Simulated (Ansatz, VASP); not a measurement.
# Cross-check of GaN between VASP and Ansatz

Aim: how closely do two programs agree when they are given the same cell, functional and k mesh? The cell is taken from a series of runs on this material, whose earlier steps may have relaxed, scaled, displaced or heated it; both programs get it as it stands.

Method: plane waves, with VASP 6.6.1 beside it; relaxation of cell and atoms at PBEsol, in Ansatz 0.2.0.

## Step 1: Set-up

It takes space group P6_3mc (No. 186, hexagonal). The conventional cell has a = 3.189 Å, b = 3.189 Å, c = 5.185 Å, α = 90.00°, β = 90.00°, γ = 120.00°. Nearest to Ga lie 4 N at 1.95 Å. Nearest to N lie 4 Ga at 1.95 Å. Farther neighbours and most contacts between anions are not listed.

## Step 2: VASP: relaxation of cell and atoms, PBEsol

The relaxed volume is the usual yardstick between codes: in a stiff, nearly cubic crystal its relative difference is about their pressure difference at one cell divided by the bulk modulus.

Lines of VASP's logs that name or quote its potential files are left out, and so is its time.

INCAR reads:

```
SYSTEM = GaN
PREC = Accurate
ENCUT = 600
EDIFF = 1E-07
NELM = 120
ISMEAR = -1
SIGMA = 0.02
LREAL = .FALSE.
ALGO = Normal
GGA = PS
NBANDS = 24
LORBIT = 11
LWAVE = .FALSE.
LCHARG = .FALSE.
ISIF = 3
IBRION = 2
NSW = 80
EDIFFG = -0.005
LASPH = .TRUE.
GGA_COMPAT = .FALSE.
NELMIN = 4
EFERMI = MIDGAP
```

POSCAR reads:

```
GaN
1.0
    3.1890000000      0.0000000000      0.0000000000
   -1.5945000000      2.7617550000      0.0000000000
    0.0000000000      0.0000000000      5.1850000000
Ga N
2 2
Direct
    0.3333333334      0.6666666668      0.0000000000
    0.6666666668      0.3333333334      0.5000000000
    0.3333333334      0.6666666668      0.3770000000
    0.6666666668      0.3333333334      0.8770000000
```

KPOINTS reads:

```
Automatic mesh
0
Gamma
12 12 8
0 0 0
```

The projector-augmented-wave data sets are Ga_d and N (PBE family, release 64).

Run with:

```console
> mpirun -np 1 vasp_std
```

Numbers of over 12 decimals in the logs are rounded to 6 here.

What it wrote:

```text
[banner, memory and clock lines left out]
running    1 mpi-ranks, on    1 nodes
 distrk:  each k-point on    1 cores,    1 groups
 distr:  one band on    1 cores,    1 groups

 POSCAR found type information on POSCAR GaN
 POSCAR found :  2 types and       4 ions
|                                                                             |
|               ----> ADVICE to this user running VASP <----                  |
|                                                                             |
|     You enforced a specific xc type in the INCAR file but a different       |
|     [... a line on the potential file left out ...]
|     I HOPE YOU KNOW WHAT YOU ARE DOING!                                     |
|                                                                             |

 LDA part: xc-table for (Slater+PW92), standard interpolation
 POSCAR, INCAR and KPOINTS ok, starting setup
 FFT: planning ... GRIDC
 FFT: planning ... GRID_SOFT
 FFT: planning ... GRID
 WAVECAR not read
 entering main loop
       N       E                     dE             d eps       ncg     rms          rms(c)
DAV:   1     0.286729570147E+03    0.28673E+03   -0.19803E+04  4928   0.304E+03
DAV:   2     0.581722082960E+01   -0.28091E+03   -0.26900E+03  5008   0.549E+02
DAV:   3    -0.287459354158E+02   -0.34563E+02   -0.34250E+02  5424   0.153E+02
DAV:   4    -0.298820838217E+02   -0.11361E+01   -0.11340E+01  5776   0.310E+01
DAV:   5    -0.299025153587E+02   -0.20432E-01   -0.20409E-01  5576   0.371E+00    0.102E+01
DAV:   6    -0.262434312633E+02    0.36591E+01   -0.11003E+01  7928   0.531E+01    0.301E+00
DAV:   7    -0.263155976555E+02   -0.72166E-01   -0.14533E+00  4864   0.976E+00    0.261E+00
DAV:   8    -0.262952947122E+02    0.20303E-01   -0.24797E-01  7776   0.675E+00    0.103E+00
DAV:   9    -0.262708478956E+02    0.24447E-01   -0.95530E-02  7632   0.509E+00    0.311E-01
DAV:  10    -0.262716783359E+02   -0.83044E-03   -0.52625E-03  5264   0.700E-01    0.107E-01
DAV:  11    -0.262715146587E+02    0.16368E-03   -0.11311E-03  7048   0.603E-01    0.277E-02
DAV:  12    -0.262715263839E+02   -0.11725E-04   -0.12177E-04  4920   0.837E-02    0.268E-02
DAV:  13    -0.262715251458E+02    0.12382E-05   -0.26343E-05  7768   0.683E-02    0.158E-02
DAV:  14    -0.262715245670E+02    0.57872E-06   -0.44106E-06  6368   0.207E-02    0.790E-03
DAV:  15    -0.262715245295E+02    0.37531E-07   -0.39497E-07  5536   0.439E-03
   1 F= -.26271525E+02 E0= -.26271525E+02  d E =-.262715E+02
[...]
2 F= -.26271761E+02 E0= -.26271761E+02  d E =-.236628E-03
[...]
3 F= -.26272552E+02 E0= -.26272552E+02  d E =-.102738E-02
[...]
4 F= -.26272551E+02 E0= -.26272551E+02  d E =-.102685E-02
[...]
5 F= -.26272586E+02 E0= -.26272586E+02  d E =-.349142E-04
 trial-energy change:   -0.000035  1 .order   -0.000035   -0.000047   -0.000023
 step:   1.7929(harm=  1.7929)  dis= 0.00108  next Energy=   -26.272598 (dE=-0.462E-04)
 bond charge predicted
       N       E                     dE             d eps       ncg     rms          rms(c)
DAV:   1    -0.262726283845E+02   -0.42080E-04   -0.49831E-03  4688   0.521E-01    0.396E-02
DAV:   2    -0.262726116409E+02    0.16744E-04   -0.14392E-04  6296   0.150E-01    0.232E-02
DAV:   3    -0.262725972859E+02    0.14355E-04   -0.18705E-05  6216   0.622E-02    0.230E-03
DAV:   4    -0.262725977897E+02   -0.50378E-06   -0.56697E-06  4832   0.223E-02    0.118E-03
DAV:   5    -0.262725977806E+02    0.90831E-08   -0.13511E-07  3776   0.373E-03
   6 F= -.26272598E+02 E0= -.26272598E+02  d E =-.463997E-04
 curvature:  -0.81 expect dE=-0.318E-05 dE for cont linesearch -0.122E-08
 trial: gam= 0.04651 g(F)=  0.143E-05 g(S)=  0.248E-05 ort =-0.264E-06 (trialstep = 0.108E+01)
 search vector abs. value=  0.398E-05
 reached required accuracy - stopping structural energy minimisation
```

From OUTCAR (step 2):

```text
ion  position               nearest neighbor table
   1  0.333  0.667  0.000-   4 1.95   4 1.95   4 1.95   3 1.95
   2  0.667  0.333  0.500-   3 1.95   3 1.95   3 1.95   4 1.95
   3  0.333  0.667  0.377-   2 1.95   2 1.95   2 1.95   1 1.95
   4  0.667  0.333  0.877-   1 1.95   1 1.95   1 1.95   2 1.95

  LATTYP: Found a hexagonal cell.
 ALAT       =     3.1890000000
 C/A-ratio  =     1.6259015365

 Subroutine GETGRP returns: Found 12 space group operations
 (whereof  6 operations were pure point group operations)

The static configuration has the point symmetry C_3v.
 The point group associated with its full space group is C_6v.

 Found     95 irreducible k-points:

   k-points           NKPTS =     95   k-points in BZ     NKDIM =     95   number of bands    NBANDS=     24

   dimension x,y,z NGX =    28 NGY =   28 NGZ =   42
   dimension x,y,z NGXF=    56 NGYF=   56 NGZF=   84

   ENCUT  =  600.0 eV  44.10 Ry    6.64 a.u.   6.37  6.37 10.36*2*pi/ulx,y,z

   NELECT =      36.0000    total number of electrons

 k-points in reciprocal lattice and weights: Automatic mesh
   0.00000000  0.00000000  0.00000000       0.001
   0.08333333  0.00000000  0.00000000       0.005
   0.16666667  0.00000000  0.00000000       0.005
   0.25000000  0.00000000  0.00000000       0.005
   0.33333333  0.00000000  0.00000000       0.005
   0.41666667  0.00000000  0.00000000       0.005
   0.50000000  0.00000000  0.00000000       0.003
   0.08333333  0.08333333  0.00000000       0.005
   0.16666667  0.08333333  0.00000000       0.010
[...]
0.33333333  0.25000000  0.50000000       0.010
   0.33333333  0.33333333  0.50000000       0.002

 average (electrostatic) potential at core
       1 -63.2414       2 -63.2414       3 -62.0772       4 -62.0772

 E-fermi :   6.2116

 k-point     1 :       0.0000    0.0000    0.0000
  band No.  band energies     occupation
    ...
     14       4.2062      2.00000
     15       4.2062      2.00000
     16       5.2129      2.00000
     17       5.2581      2.00000
     18       5.2581      2.00000
     19       7.1651      0.00000
     20       9.4829      0.00000
     21      14.3848      0.00000
     22      15.0895      0.00000
     23      15.0895      0.00000
    ...

 k-point     2 :       0.0833    0.0000    0.0000
  band No.  band energies     occupation
    ...
     14       3.6805      2.00000
     15       4.0572      2.00000
     16       4.6261      2.00000
     17       5.1442      2.00000
     18       5.1948      2.00000
     19       7.7425      0.00000
     20       9.9267      0.00000
     21      14.1939      0.00000
     22      14.5846      0.00000
     23      15.2753      0.00000
    ...

 k-point     3 :       0.1667    0.0000    0.0000
  band No.  band energies     occupation
    ...
     14       2.4941      2.00000
     15       3.5217      2.00000
     16       3.6864      2.00000
     17       4.9230      2.00000
     18       5.0108      2.00000
     19       8.6806      0.00000
     20      10.7721      0.00000
     21      13.3336      0.00000
     22      14.1010      0.00000
     23      15.6239      0.00000
    ...

  Total       -0.0047704     -0.0047704      0.0126452      0.0000000      0.0000000      0.0000000
  in kB       -0.1683683     -0.1683683      0.4463069      0.0000000      0.0000000      0.0000000
  external PRESSURE =       0.0365235 kB  Pullay stress =       0.0000000 kB

  energy-cutoff  :      600.00
  volume of cell :       45.39
      direct lattice vectors                 reciprocal lattice vectors
     3.180452442  0.000000000 -0.000000000     0.314420674  0.181530862  0.000000000
    -1.590226221  2.754352598  0.000000000     0.000000000  0.363061723  0.000000000
     0.000000000  0.000000000  5.181970765     0.000000000  0.000000000  0.192976774

 POSITION                                       TOTAL-FORCE (eV/Angst)
 -----------------------------------------------------------------------------------
      0.00000      1.83624      0.00112         0.000000      0.000000     -0.002721
      1.59023      0.91812      2.59211         0.000000     -0.000000     -0.002721
      0.00000      1.83624      1.95248         0.000000      0.000000      0.002721
      1.59023      0.91812      4.54347        -0.000000      0.000000      0.002721
 -----------------------------------------------------------------------------------
    total drift:                               -0.000000     -0.000000     -0.000449

  FREE ENERGIE OF THE ION-ELECTRON SYSTEM (eV)
  ---------------------------------------------------
  free  energy   TOTEN  =       -26.2725977806 eV

  energy  without entropy=      -26.2725977806  energy(sigma->0) =      -26.27259778

 reached required accuracy - stopping structural energy minimisation

 total charge
# of ion       s       p       d       tot
------------------------------------------
    1        0.790   0.910  10.185  11.885
    2        0.790   0.910  10.185  11.885
    3        1.214   2.504   0.000   3.718
    4        1.214   2.504   0.000   3.718
--------------------------------------------------
tot          4.009   6.828  20.369  31.207

[... 3 further parts left out ...]
```

CONTCAR:

```
GaN
   1.00000000000000
     3.1804524418920641    0.0000000000000000   -0.0000000000000000
    -1.5902262209460321    2.7543525976399494    0.0000000000000000
     0.0000000000000000    0.0000000000000000    5.1819707649589679
  Ga              N
     2     2
Direct
     0.3333333333999988    0.6666666667999976    0.0002166395909513
     0.6666666667999976    0.3333333333999988    0.5002166395909513
     0.3333333333999988    0.6666666667999976    0.3767833604090511
     0.6666666667999976    0.3333333333999988    0.8767833604090511
```

## Step 3: Ansatz: relaxation of cell and atoms, PBEsol

Ansatz runs on its default PAW (the set named soft_2) files.

The same cell, functional, mesh and smearing now go to Ansatz, which takes its cutoff from its data sets.

input.yaml reads:

```yaml
crystal:
  lattice:
    - [3.189, 0.0, 0.0]
    - [-1.5945, 2.7617550127, 0.0]
    - [0.0, 0.0, 5.185]
  atoms:
    - { symbol: Ga, position: [0.3333333333, 0.6666666667, 0.0] }
    - { symbol: Ga, position: [0.6666666667, 0.3333333333, 0.5] }
    - { symbol: "N", position: [0.3333333333, 0.6666666667, 0.377] }
    - { symbol: "N", position: [0.6666666667, 0.3333333333, 0.877] }
hamiltonian:
  xc: pbesol
kpoints:
  mp_grid: { grid: [12, 12, 8] }
scf:
  occupations: { method: fermi_dirac, width: 0.02 }
  convergence: { dr2_threshold: 1.0e-09 }
relax:
  cell: {}
  f_tol: 0.003
  max_steps: 40
```

Run with:

```console
> ansatz run input.yaml --threads 4 --pin off --max-ram 8192MiB --backend cpu --events-out ev --progress --plain --runs-dir out
```

What it wrote:

```text
Warning: relax.cell: scf.convergence.dr2_threshold = 1e-9 eV is looser than the 4e-10 eV advised for a relaxation that steers and ends on the stress (1e-10 eV for each atom of the cell: 4). What an SCF threshold leaves in a stress goes as its square root, and in the free energy as the threshold itself, and one threshold admits the most on a small cell: [figures from the program's tests cut] Set scf.convergence.dr2_threshold to 4e-10 eV or tighter. The threshold is an SCF's pass mark: one that does not reach it within its budget of iterations ends unconverged, or closes short of it on a stop that the run arms, and scf.convergence.dr2_threshold's page says what that costs each kind of run
Engine: ansatz 0.2.0, aarch64-unknown-linux-gnu
Pseudopotentials: kind: paw
Pseudopotential: Ga, paw, valence charge 13, recommended cutoff 420 eV (normal), Ga.paw.azcp
Pseudopotential: N, paw, valence charge 5, recommended cutoff 420 eV (normal), N.paw.azcp
Functional definition: PBEsol
  exchange = pbesol_x
  correlation = pbesol_c
Crystal: 4 atoms, lattice volume = 45.666 Å³
Basis set: ecut = 420 eV, 917 PW (Γ), exchange–correlation on 48×48×72 points (8 copies of the dense FFT grid, shifted against one another)
Bands: 22, of which v1, the nominal top of the filled ones, is band 18 counted from 1 (17 counted from 0)
Symmetry: 12 space group operations
Space group: P63mc (ITA 186), of the structure as read, at distance tolerance 3.6e-5 Å
k-points: 95 of 1152 (time reversal used)
Non-local potential: Ga, projectors of the file, l = 0: 2, l = 1: 2, l = 2: 3, l = 3: 1
Non-local potential: N, projectors of the file, l = 0: 2, l = 1: 2, l = 2: 1
PAW form: soft (Blöchl's): semilocal exchange-correlation on the pseudo side does not see the compensation charge
PAW frozen core: Ga, regenerated for the run's functional, and the local potential with it (the file was generated under x = pbe(κ = 0.804, μ = 0.219515), c = pbe(β = 0.066725))
PAW frozen core: N, regenerated for the run's functional, and the local potential with it (the file was generated under x = pbe(κ = 0.804, μ = 0.219515), c = pbe(β = 0.066725))
PAW one-centre angular grid: Ga, 590 points (default); XC on 64 Gauss nodes
PAW one-centre angular grid: N, 110 points (default); XC on 64 Gauss nodes
Initial density: superposition of atomic densities (neutral atoms: chi_scale 0, normalization atom), corrected by the library's trained network
Initial wavefunctions: pseudopotential atomic-orbital guess
Functional: x = pbesol(κ = 0.804, μ = 0.123457), c = pbesol(β = 0.046)
SCF iter   1: F=—  HF=-8245.714019 eV  |F-HF|=—  |Δ(HF+E_count)|=         —  Δρ=1.27e-2  dr2=7.15e-2  ethr=1.77e-3  ⟨swp⟩=5.3  Hψ=8664  notcnv=0
preconditioner: auto → Resta (q_TF=auto, 2.622 Å⁻¹)  ε∞=5.0  [insulator: Δε(μ)=1.763 eV  Ē_g=16.472 eV  σ=0.020 eV  W_gap=1.00  n_scr=22 (ndim 8)  ℏωp=33.0 eV  f_vac=0.010  D(μ)=0.00/eV (n_scr^D=0)  ε∞_Penn≈5.0]
SCF iter   2: F=—  HF=-8245.693897 eV  |F-HF|=—  |Δ(HF+E_count)|=   2.01e-2  Δρ=1.88e-3  dr2=1.63e-3  ethr=1.99e-4  ⟨swp⟩=2.1  Hψ=3618  notcnv=0
SCF iter   3: F=—  HF=-8245.693710 eV  |F-HF|=—  |Δ(HF+E_count)|=   1.88e-4  Δρ=8.92e-4  dr2=2.71e-4  ethr=4.52e-6  ⟨swp⟩=2.2  Hψ=2833  notcnv=0
SCF iter   4: F=—  HF=-8245.693732 eV  |F-HF|=—  |Δ(HF+E_count)|=   2.18e-5  Δρ=1.60e-4  dr2=1.30e-5  ethr=7.53e-7  ⟨swp⟩=2.0  Hψ=3800  notcnv=0
SCF iter   5: F=—  HF=-8245.693704 eV  |F-HF|=—  |Δ(HF+E_count)|=   2.76e-5  Δρ=1.07e-4  dr2=3.31e-6  ethr=3.62e-8  ⟨swp⟩=2.0  Hψ=3787  notcnv=0
SCF iter   6: F=—  HF=-8245.693705 eV  |F-HF|=—  |Δ(HF+E_count)|=   6.05e-7  Δρ=2.00e-5  dr2=1.33e-7  ethr=9.19e-9  ⟨swp⟩=2.8  Hψ=3794  notcnv=0
SCF iter   7: F=—  HF=-8245.693705 eV  |F-HF|=—  |Δ(HF+E_count)|=   7.81e-8  Δρ=3.07e-6  dr2=4.23e-9  ethr=3.70e-10  ⟨swp⟩=2.0  Hψ=2727  notcnv=0
SCF iter   8: F=-8245.693705 eV  HF=-8245.693705 eV  |F-HF|=1.11e-10  |Δ(HF+E_count)|=   5.72e-9  Δρ=5.46e-7  dr2=1.49e-10  ethr=2.78e-12  ⟨swp⟩=4.0  Hψ=7569  notcnv=0
SCF 1 converged in 8 iterations: F = -8245.693705 eV  dr2 = 1.49e-10
  greatest PAW one-centre occupation: 0.995 electrons in one spin orbital (limit 2), on the Ga atom at site 0 (counted from 0), in its partial waves of l = 2
relax step   1: F+E_penalty+E_count = -8245.69370459 eV  Δ(F+E_penalty+E_count) = +0.000e0 eV  max|allowed force component| = 1.649e-3 eV/Å  Δτ_max = 0.0000 Å  P = -0.735 GPa  Ω = 45.666 Å³  (8 SCF iters, accepted)
[...]
relax step   2: F+E_penalty+E_count = -8245.69450236 eV  Δ(F+E_penalty+E_count) = -7.978e-4 eV  max|allowed force component| = 1.052e-3 eV/Å  Δτ_max = 0.0010 Å  P = -0.296 GPa  Ω = 45.560 Å³  energy of the carried Pulay correction = +3.425e-4 eV  (7 SCF iters, accepted)
[...]
relax step   3: F+E_penalty+E_count = -8245.69480283 eV  Δ(F+E_penalty+E_count) = -3.005e-4 eV  max|allowed force component| = 1.660e-3 eV/Å  Δτ_max = 0.0000 Å  P = +0.008 GPa  Ω = 45.489 Å³  energy of the carried Pulay correction = +5.786e-4 eV  (6 SCF iters, accepted)
[...]
relax step   4: F+E_penalty+E_count = -8245.69426428 eV  Δ(F+E_penalty+E_count) = +5.386e-4 eV  max|allowed force component| = 1.729e-3 eV/Å  Δτ_max = 0.0000 Å  P = -0.010 GPa  Ω = 45.489 Å³  stress off target by 2.32e-2 GPa  SCF on the basis re-selected at this cell (its energy is not comparable with the rows above)  (4 SCF iters)
basis re-selected at this cell: Δ(F+E_penalty+E_count) = +5.386e-4 eV, ΔP = -0.018 GPa vs the last step (what re-selecting the basis moved, of the pressure what is left beyond the Pulay correction that the steps carried, after the strain that the cell walked since its last selection, with what the two solves' SCF thresholds leave and, on support functions, any second-order correction that the steps lacked; it is no m [...]
SCF converged after 4 iterations
Free energy (F): -8245.694264 eV
Harris-Foulkes:  -8245.694264 eV  (|F-HF|=5.82e-11)
Internal energy: -8245.694264 eV  (E = F + TS)
E sigma→0 (E₀):  -8245.694264 eV
Fermi energy:    10.570790 eV
--- Per-component energies (eV) ---
  E_band       = -13.157455
  E_kinetic    = 493.532954
  E_local      = -3897.446102  (includes V_loc(G=0)·N_el)
  E_nonlocal   = 951.066124
  E_hartree    = 1790.937096
  E_xc         = -255.410543
  E_vxc        = -267.769057  (∫ρ·V_xc dr)
  E_paw        = -4152.065254  (= ΣΔE_a)
  E_vpaw       = -874.416268  (= ΣTr[D̂ρ^β])
  E_aug_tail   = 0.000111  (compensation charges beyond the density's cutoff)
  E_ewald      = -3178.090804
  E_core_change = 1.782153  (= ΣΔE_core)
  E_smearing   = -0.000000  (= −TS)
  E_closure    = -0.000000  (closes the sum)
  Σ components = -8245.694264   (vs F -8245.694264, Δ=0.00e0)
--- Forces (eV/Å), atoms counted from 1 ---
  atom   1  Ga    -0.00000000    -0.00000000    -0.00172829
  atom   2  Ga     0.00000000     0.00000000    -0.00172829
  atom   3  N      0.00000000    -0.00000000     0.00172905
  atom   4  N     -0.00000000     0.00000000     0.00172905
  max |Σ_I F_I| component: 1.51e-6 eV/Å
--- Stress (GPa, compression-positive) ---
       -0.023239      -0.000000       0.000000
       -0.000000      -0.023239      -0.000000
        0.000000      -0.000000       0.015949
  P = ⅓ Tr σ = -0.0102 GPa (-0.102 kbar)
--- Relaxed structure (3 steps of the walk, 3 accepted, 1 SCFs on fresh bases) ---
  F+E_penalty+E_count = -8245.69426428 eV   max|allowed force component| = 1.729e-3 eV/Å   (the final SCF, on the basis selected at the relaxed cell)
  cell:  # Å, volume = 45.4885 Å³
    - [3.182735, 0.0, 0]
    - [-1.591367, 2.756329, 0]
    - [0, -1.837553224915299e-19, 5.185256]
  atoms:
    - { symbol: Ga, position: [0.333333, 0.666667, 0.000200963] }
    - { symbol: Ga, position: [0.666667, 0.333333, 0.500201] }
    - { symbol: N, position: [0.333333, 0.666667, 0.376799] }
    - { symbol: N, position: [0.666667, 0.333333, 0.876799] }
```

Reading the cycles: dr2 is the Hartree energy of the density residual (eV), the measure of convergence; HF is the Harris–Foulkes estimate of the energy, which meets the free energy F at convergence.

## Step 4: Side by side

Known differences besides the potentials themselves: the cutoff is 420 eV in Ansatz and 600 eV in VASP; Ansatz makes its cores anew for this functional, VASP keeps those of its PBE data sets; Ansatz adds a Pulay correction to the stress that steers its cell, VASP none. Total energies have different zeros and are not compared.

Both answers:

```csv
quantity,Ansatz,VASP,difference
volume (Å³),45.49,45.39,+0.21 %
"edge a after relaxation, in the typed setting (Å)",3.183,3.180,+0.07 %
"edge c after relaxation, in the typed setting (Å)",5.185,5.182,+0.06 %
```

## Step 5: Summary of results

| Property | Result |
| --- | --- |
| difference in volume (relaxation of cell and atoms, PBEsol) | 0.21 % |

In words: The difference in volume is 0.21 % (relaxation of cell and atoms, PBEsol), within the 1.2 % picked in this series as the mark of a large difference, as far as the stopping tolerances let one tell. 1 further run of this series is not shown here. Such differences can come from data sets, numerical settings and the points named under the comparisons, not from the functional's error against experiment.

[Lines on the potential files, build, host, timing and source positions are cut from VASP's logs without a mark.]

[Logs are printed without paths, hosts, clocks, repeated set-up lines and the standing remarks that a program may print on its own settings, such as how far it seeks lower states.]

[Hosts, paths, dates, database ids (printed as entryN), source tags and the programs' standing remarks are cut or masked in the printed files.]
